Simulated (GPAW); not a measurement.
KCl (Sylvite):

```
CELL_PARAMETERS angstrom
0.00000 3.14647 3.14647
3.14647 0.00000 3.14647
3.14647 3.14647 0.00000
ATOMIC_POSITIONS crystal
K 0.00000 0.00000 0.00000
Cl 0.50000 0.50000 0.50000
```

Program: GPAW 26.7.0. Alike in all runs: no spin polarisation; cell as given; smearing fermi-dirac 0.05 eV. Hardware: 1 thread of Intel(R) Xeon(R) Platinum 8488C (Sapphire Rapids), on a shared host.

Q: Order these runs on this cell by their wall time, lowest first.
A. task single point; level LDA; potentials or basis the program's PAW data sets (release 1.2.1) made for this functional, pw; k mesh 6 × 6 × 6; cutoff (eV) 450; maxiter 120; convergence default
B. task single point; level PBEsol; potentials or basis PAW data sets generated in the run's folder for this functional, pw; k mesh 7 × 7 × 7; cutoff (eV) 600; maxiter 150
C. task band structure; level PBEsol; potentials or basis PAW data sets generated in the run's folder for this functional, pw; k mesh 7 × 7 × 7; cutoff (eV) 600; maxiter 150; band path GXWKGLUWLK,UX; band points 80

A: A (6.2 s), B (18 s), C (93 s).
